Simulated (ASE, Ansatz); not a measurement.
**Structural relaxation of Pd/Pt superlattice along [111] (96 atoms)**

How does Pd/Pt superlattice along [111] (96 atoms) relax, and what do bonds, charges and levels look like afterwards?

Main program and level: Ansatz 0.2.0; Kohn-Sham DFT, RPBE, PAW (set soft_2), plane waves.

**1. The starting structure**

The cell holds 96 atoms: 48 Pd and 48 Pt. Cell: a = 11.051 Å, b = 11.051 Å, c = 13.534 Å, α = 90.0°, β = 90.0°, γ = 120.0°. It derives from Pd and Pt. Fcc lattice with in-plane constant 3.907 Å; 1 period of Pd and 1 of Pt along [111], 4 x 4 in-plane cells; the two parts stretched along z by 0.9926 and 1.0074; not relaxed, displaced by a Gaussian of 0.02 Å. Regions: Pd, 48 atoms (48 Pd); Pt, 48 atoms (48 Pt).

Limits known from the start: The host structure and its lattice constant were typed by rule, without a check against the phase diagram. No spin–orbit coupling is included, so levels derived from the heavy atoms are approximate.

**2. Single point at the start**

The forces at the start show how far the geometry lies from a minimum of this functional.

input.yaml reads:

```yaml
crystal:
  lattice:
    - [11.05066, 0.0, 0.0]
    - [-5.52533, 9.57016, 0.0]
    - [0.0, 0.0, 13.53425]
  atoms:
    - { symbol: Pd, position: [0.7481, 0.74924, 0.00387] }
    - { symbol: Pd, position: [0.83028, 0.91466, 0.16457] }
    - { symbol: Pd, position: [0.74662, 0.49842, 0.99934] }
    - { symbol: Pd, position: [0.83103, 0.66558, 0.16553] }
    [... 86 atom lines left out ...]
    - { symbol: Pt, position: [0.083, 0.4182, 0.65951] }
    - { symbol: Pt, position: [0.16434, 0.58399, 0.83146] }
    - { symbol: Pt, position: [0.00018, 0.99986, 0.5006] }
    - { symbol: Pt, position: [0.08306, 0.16441, 0.66355] }
    - { symbol: Pt, position: [0.16374, 0.33569, 0.83504] }
    - { symbol: Pt, position: [0.1679, 0.0844, 0.83239] }
kpoints:
  mp_grid: { grid: [2, 2, 1] }
hamiltonian:
  xc: rpbe
scf:
  occupations: { method: methfessel_paxton, width: 0.15 }
output:
  forces: true
  stress: true
  populations: intrinsic
  dos:
    method: { smearing: { sigma: 0.15 } }
    de: 0.1
    projected:
      site_lists:
        Pd: [0, 1, 2, 3, 4, 5, 6, 7, 8, 9, 10, 11, 12, 13, 14, 15, 16, 17, 18, 19, 22, 23, 24, 28, 36, 37, 38, 39, 40, 41, 42, 43, 46, 47, 48, 52, 60, 61, 62, 63, 64, 65, 66, 67, 70, 71, 72, 76]
        Pt: [20, 21, 25, 26, 27, 29, 30, 31, 32, 33, 34, 35, 44, 45, 49, 50, 51, 53, 54, 55, 56, 57, 58, 59, 68, 69, 73, 74, 75, 77, 78, 79, 80, 81, 82, 83, 84, 85, 86, 87, 88, 89, 90, 91, 92, 93, 94, 95]
  eigenvalues: true
```

Run with:

```
$ ansatz run input.yaml --threads 32 --pin off --max-ram 143360MiB --backend cuda --events-out ev --progress --plain --runs-dir out
```

Run time: 5.5 s. Hardware: 1 × NVIDIA GB200 with 32 threads of Arm Neoverse V2, shared host; peak memory 3.3 GiB.

That memory is the host's; the program planned up to 27.2 GiB on the GPU. Forces of this run were stored rounded, and per-atom blocks of the log weren't kept.

Read from the output:

```
free energy                             : -936826.8499 eV
free energy per atom                    : -9758.6130 eV/atom
SCF cycles                              : 9
pressure                                : 13.9 GPa
r.m.s. force component                  : 0.2653 eV/Å
longest force                           : 1.046 eV/Å
Fermi energy                            : 21.7 eV
levels partly filled by over 2 per cent : 107
```

The r.m.s. force component of 0.27 eV/Å and the pressure of 14 GPa set the starting point.

Length of the force by element:

| element | coordination | atoms | mean length of the force (eV/Å) | spread | least | most |
| --- | --- | --- | --- | --- | --- | --- |
| Pd | all | 48 | 0.397 | 0.173 | 0.104 | 1.05 |
| Pt | all | 48 | 0.450 | 0.180 | 0.121 | 0.858 |

**3. Cell and atoms relaxed**

The cell is relaxed with the atoms, since the starting lattice needn't suit this functional.

input.yaml, the sections that differ from step 2:

```yaml
output:
  forces: true
relax:
  f_tol: 0.05
  max_steps: 200
  cell: {}
# crystal, kpoints, hamiltonian, scf: as in step 2
```

Elapsed: 13 s, on 1 × NVIDIA GB200 with 32 threads; peak memory 1.7 GiB; 51 s of CPU time.

That memory is the host's; the program planned up to 26.3 GiB on the GPU.

The program notes that the band table was not solved further than the SCF left it.

Step by step:

| step | energy less that of the first step (eV) | largest force component (eV/Å) | pressure (GPa) | volume (Å³) |
| --- | --- | --- | --- | --- |
| 1 | 0.0000 | 0.9074 | 13.90 | 1431.34 |
| 2 | 0.5885 | 0.2601 | -11.43 | 1640.47 |
| 3 | -3.8917 | 0.2040 | 3.54 | 1496.81 |
| 4 | -4.0856 | 0.0368 | -0.07 | 1525.66 |
| 5 | -4.2534 | 0.0094 | 0.04 | 1523.57 |
| 6 | -4.2580 | 0.0019 | 0.02 | 1523.64 |
| 7 | -4.2961 | 0.0019 | -0.02 | 1523.64 |

Relaxation step 2 was tried and not accepted.

| cell as run | before | after | change |
| --- | --- | --- | --- |
| a (Å) | 11.051 | 11.253 | +1.8 % |
| b (Å) | 11.051 | 11.245 | +1.8 % |
| c (Å) | 13.534 | 13.901 | +2.7 % |
| α (°) | 90.00 | 90.01 | +0.0 % |
| β (°) | 90.00 | 90.17 | +0.2 % |
| γ (°) | 120.00 | 119.98 | -0.0 % |
| volume (Å³/atom) | 14.91 | 15.87 | +6.4 % |

The atoms that moved most (Å, as changes of fractional coordinates times the final cell):

| atom | dx | dy | dz | length |
| --- | --- | --- | --- | --- |
| Pd18 | -0.005 | 0.025 | -0.098 | 0.101 |
| Pd1 | 0.005 | -0.005 | -0.082 | 0.082 |
| Pt91 | 0.011 | -0.019 | 0.075 | 0.078 |
| Pd23 | -0.037 | -0.057 | -0.018 | 0.070 |
| Pt95 | 0.034 | -0.036 | -0.047 | 0.068 |
| Pd37 | -0.036 | -0.050 | -0.022 | 0.066 |
| Pd13 | -0.007 | 0.022 | -0.059 | 0.063 |
| Pd9 | 0.008 | 0.022 | -0.056 | 0.061 |

The relaxation changed the energy by -44.8 meV/atom, and atoms moved by 0.04 Å r.m.s., 0.10 Å at most.

**4. Local order after relaxation**

Bonds before and after, by the cutoffs listed below:

| pair | bonds before | bonds after | mean before (Å) | mean after (Å) | spread before (Å) | spread after (Å) |
| --- | --- | --- | --- | --- | --- | --- |
| Pd-Pd | 240 | 240 | 2.756 | 2.820 | 0.030 | 0.010 |
| Pd-Pt | 96 | 96 | 2.770 | 2.826 | 0.030 | 0.004 |
| Pt-Pt | 240 | 240 | 2.767 | 2.820 | 0.028 | 0.010 |

Density 15.8 g/cm³, 15.87 Å³ an atom.

g(r), total and by pair (bins of 0.2 Å):

| r (Å) | total | Pd-Pd | Pd-Pt | Pt-Pt |
| --- | --- | --- | --- | --- |
| 2.80 | 9.50 | 15.85 | 3.17 | 15.85 |
| 3.00 | 0.00 | 0.00 | 0.00 | 0.00 |
| 3.20 | 0.00 | 0.00 | 0.00 | 0.00 |
| 3.40 | 0.00 | 0.00 | 0.00 | 0.00 |
| 3.60 | 0.00 | 0.00 | 0.00 | 0.00 |
| 3.80 | 0.00 | 0.00 | 0.00 | 0.00 |
| 4.00 | 2.40 | 3.19 | 1.60 | 3.20 |
| 4.20 | 0.00 | 0.00 | 0.00 | 0.00 |
| 4.40 | 0.00 | 0.00 | 0.00 | 0.00 |
| 4.60 | 0.00 | 0.00 | 0.00 | 0.00 |
| 4.80 | 4.71 | 7.45 | 2.48 | 6.40 |
| 5.00 | 1.64 | 1.04 | 1.74 | 2.04 |
| 5.20 | 0.00 | 0.00 | 0.00 | 0.00 |
| 5.40 | 0.00 | 0.00 | 0.00 | 0.00 |
| 5.60 | 2.38 | 3.18 | 1.58 | 3.19 |
| 5.80 | 0.00 | 0.00 | 0.00 | 0.00 |
| 6.00 | 0.00 | 0.00 | 0.00 | 0.00 |
| 6.20 | 1.57 | 1.71 | 1.44 | 1.71 |
| 6.40 | 2.24 | 2.10 | 2.38 | 2.10 |
| 6.60 | 0.00 | 0.00 | 0.00 | 0.00 |
| 6.80 | 0.62 | 1.07 | 0.36 | 0.71 |
| 7.00 | 0.44 | 0.00 | 0.69 | 0.35 |
| 7.20 | 0.00 | 0.00 | 0.00 | 0.00 |
| 7.40 | 4.78 | 5.50 | 4.23 | 5.20 |
| 7.60 | 0.67 | 0.00 | 1.19 | 0.30 |
| 7.80 | 0.00 | 0.00 | 0.00 | 0.00 |

Neighbours by pair of elements; one cutoff, the widest of the pairs' first minima of g(r), serves all pairs of this metal:

| pair A-B | cutoff (Å) | bonds | mean length (Å) | spread (Å) | shortest (Å) | B about A | A about B |
| --- | --- | --- | --- | --- | --- | --- | --- |
| Pd-Pd | 3.23 | 240 | 2.82 | 0.01 | 2.81 | 10 | 10 |
| Pd-Pt | 3.23 | 96 | 2.83 | 0.004 | 2.82 | 2 | 2 |
| Pt-Pt | 3.23 | 240 | 2.82 | 0.01 | 2.81 | 10 | 10 |

How many atoms have how many bonded neighbours:

| element | mean | 12 |
| --- | --- | --- |
| Pd | 12 | 48 |
| Pt | 12 | 48 |

By these cutoffs all Pd atoms have 12 and all Pt atoms have 12 bonded neighbours.

**5. Single point at the relaxed geometry**

One more single point at the end of the walk gives the fuller output and checks the residual forces.

input.yaml reads:

```yaml
crystal:
  lattice:
    - [11.25301, 0.00399, -0.01681]
    - [-5.62305, 9.73831, -0.00132]
    - [-0.02058, -0.01375, 13.90088]
  atoms:
    - { symbol: Pd, position: [0.7483, 0.74869, 0.998] }
    - { symbol: Pd, position: [0.83299, 0.91621, 0.16491] }
    - { symbol: Pd, position: [0.74829, 0.4987, 0.99798] }
    - { symbol: Pd, position: [0.83299, 0.66621, 0.16491] }
    [... 86 atom lines left out ...]
    - { symbol: Pt, position: [0.08297, 0.41621, 0.6649] }
    - { symbol: Pt, position: [0.16497, 0.58203, 0.83163] }
    - { symbol: Pt, position: [0.00105, 0.0004, 0.49817] }
    - { symbol: Pt, position: [0.08299, 0.1662, 0.6649] }
    - { symbol: Pt, position: [0.16494, 0.33203, 0.83163] }
    - { symbol: Pt, position: [0.16495, 0.08202, 0.83164] }
kpoints:
  mp_grid: { grid: [2, 2, 1] }
hamiltonian:
  xc: rpbe
scf:
  occupations: { method: methfessel_paxton, width: 0.15 }
output:
  forces: true
  stress: true
  populations: true
  dos:
    method: { smearing: { sigma: 0.08 } }
    de: 0.1
    projected:
      site_lists:
        Pd: [0, 1, 2, 3, 4, 5, 6, 7, 8, 9, 10, 11, 12, 13, 14, 15, 16, 17, 18, 19, 22, 23, 24, 28, 36, 37, 38, 39, 40, 41, 42, 43, 46, 47, 48, 52, 60, 61, 62, 63, 64, 65, 66, 67, 70, 71, 72, 76]
        Pt: [20, 21, 25, 26, 27, 29, 30, 31, 32, 33, 34, 35, 44, 45, 49, 50, 51, 53, 54, 55, 56, 57, 58, 59, 68, 69, 73, 74, 75, 77, 78, 79, 80, 81, 82, 83, 84, 85, 86, 87, 88, 89, 90, 91, 92, 93, 94, 95]
  eigenvalues: true
  write_density: true
  write_potential: true
  volumetric_format: npy
  elf: true
```

The job ended after 4 s (1 × NVIDIA GB200 with 32 threads; peak memory 3.3 GiB).

That memory is the host's; the program planned up to 28.3 GiB on the GPU.

The program notes that the atoms just miss a symmetry operation.

Numbers from this run:

```yaml
free_energy: -936831.1460 eV
free_energy_per_atom: -9758.6578 eV/atom
scf_cycles: 9
pressure: -0.02076 GPa
r_m_s_force_component: 0.00093 eV/Å
longest_force: 0.00338 eV/Å
fermi_energy: 19.96 eV
levels_partly_filled_by_over_2_per_cent: 110
spilling_of_the_projection: 0.01806
```

By region:

| region | atoms | mean length of the force (eV/Å) |
| --- | --- | --- |
| Pd | 48 | 0.001 |
| Pt | 48 | 0.002 |

States in the cell by windows of 1 eV, zero at the Fermi level; some projections on atomic orbitals stand beside the total:

| from (eV) | to (eV) | total | Pd d | Pt d | Pt s |
| --- | --- | --- | --- | --- | --- |
| -10 | -9 | 0.4 | 0.0 | 0.0 | 0.4 |
| -9 | -8 | 3.1 | 0.0 | 0.0 | 3.0 |
| -8 | -7 | 9.6 | 0.1 | 0.8 | 8.4 |
| -7 | -6 | 27.4 | 0.9 | 13.2 | 12.3 |
| -6 | -5 | 74.3 | 5.1 | 55.2 | 9.4 |
| -5 | -4 | 142.1 | 65.1 | 67.7 | 3.1 |
| -4 | -3 | 167.1 | 78.0 | 80.7 | 3.7 |
| -3 | -2 | 207.1 | 118.5 | 77.0 | 3.8 |
| -2 | -1 | 144.1 | 80.1 | 56.4 | 2.5 |
| -1 | 0 | 189.0 | 101.8 | 78.9 | 3.6 |
| 0 | 1 | 61.1 | 21.4 | 29.9 | 2.1 |
| 1 | 2 | 21.6 | 2.2 | 6.0 | 4.9 |
| 2 | 3 | 39.3 | 3.0 | 5.7 | 7.9 |
| 3 | 4 | 12.1 | 0.5 | 0.9 | 1.7 |
| 4 | 5 | 26.1 | 0.6 | 1.6 | 5.4 |

The curve was stored every 0.10 eV, coarse against its broadening of 0.08 eV, so these counts are rough.

The stored curve holds about 964 of the 1728 electrons; the rest, give or take the few that broadening carries across the Fermi level, lie in deeper levels below its range.

Not all projections were asked for or kept, so they needn't add up to the total.

The levels nearest the highest filled one (over half full), pooled over k-points and spins:

| level less the highest filled one (eV) | occupation |
| --- | --- |
| -0.0012 | 1.01 |
| -0.0012 | 1.01 |
| -0.001 | 1.01 |
| -0.001 | 1.01 |
| 0 | 1.00 |
| 0 | 1 |
| 3.0e-4 | 0.996 |
| 0.0013 | 0.985 |
| 0.0013 | 0.985 |
| 0.0174 | 0.806 |
| 0.0174 | 0.806 |
| 0.0185 | 0.793 |

Planar average of the electrostatic potential energy along the normal, with the Fermi level as zero, after a running mean with a triangular window 4 Å wide at its base:

| height (Å) | potential energy (eV) |
| --- | --- |
| 0.0 | -7.94 |
| 0.4 | -7.71 |
| 0.7 | -7.64 |
| 1.2 | -7.59 |
| 1.6 | -7.61 |
| 2.0 | -7.66 |
| 2.3 | -7.67 |
| 2.8 | -7.64 |
| 3.2 | -7.60 |
| 3.5 | -7.59 |
| 3.9 | -7.65 |
| 4.3 | -7.79 |
| 4.8 | -8.09 |
| 5.1 | -8.39 |
| 5.5 | -8.98 |
| 5.9 | -9.68 |
| 6.2 | -10.16 |
| 6.7 | -10.77 |
| 7.1 | -11.11 |
| 7.5 | -11.18 |
| 7.8 | -11.18 |
| 8.3 | -11.19 |
| 8.7 | -11.25 |
| 9.0 | -11.29 |
| 9.4 | -11.30 |
| 9.8 | -11.25 |
| 10.3 | -11.19 |
| 10.6 | -11.18 |
| 11.0 | -11.18 |
| 11.4 | -11.09 |
| 11.7 | -10.87 |
| 12.2 | -10.32 |
| 12.6 | -9.60 |
| 13.0 | -8.90 |
| 13.3 | -8.50 |
| 13.8 | -8.05 |

**6. Outcome**

| Item | Value |
| --- | --- |
| energy change in the relaxation | -44.75 meV/atom |
| r.m.s. displacement | 0.04 Å |
| largest displacement | 0.101 Å |
| free energy per atom | -9758.6578 eV/atom |
| density | 15.77 g/cm³ |
| pressure | -0.02076 GPa |
| r.m.s. force component | 0.00093 eV/Å |
| wall time of the 3 DFT runs | 22 s |

**Reading.** Relaxation lowers the energy by 44.8 meV/atom and moves atoms by 0.04 Å r.m.s.; the r.m.s. force component goes from 0.27 to 9.3e-4 eV/Å, the pressure goes from 14 to -0.021 GPa. Displacements are taken in the final cell, so they leave out its strain. By the final cutoffs no bond was broken or made. The r.m.s. move is of the size of the random displacements put into the start (0.035 Å r.m.s. in three dimensions). The cell grew by 6.4 % in volume. From the first step to the last the energy fell by 4.296 eV, and the largest move was 0.10 Å (Pd18). Judged within 0.08 Å, the space group went from P1 to P-3m1. The Pd-Pd bonds go from 2.756 Å (spread 0.030) to 2.820 Å (spread 0.010). With the cutoffs above, all Pd atoms have 12 and all Pt atoms have 12 bonded neighbours. 110 levels are partly filled, by over 2 % (on the run's k-points), as in a metal.

[Logs are printed without paths, hosts, clocks, repeated set-up lines and the standing remarks that a program may print on its own settings, such as how far it seeks lower states.]

[Hosts, paths, dates, database ids (printed as entryN), source tags and the programs' standing remarks are cut or masked in the printed files.]
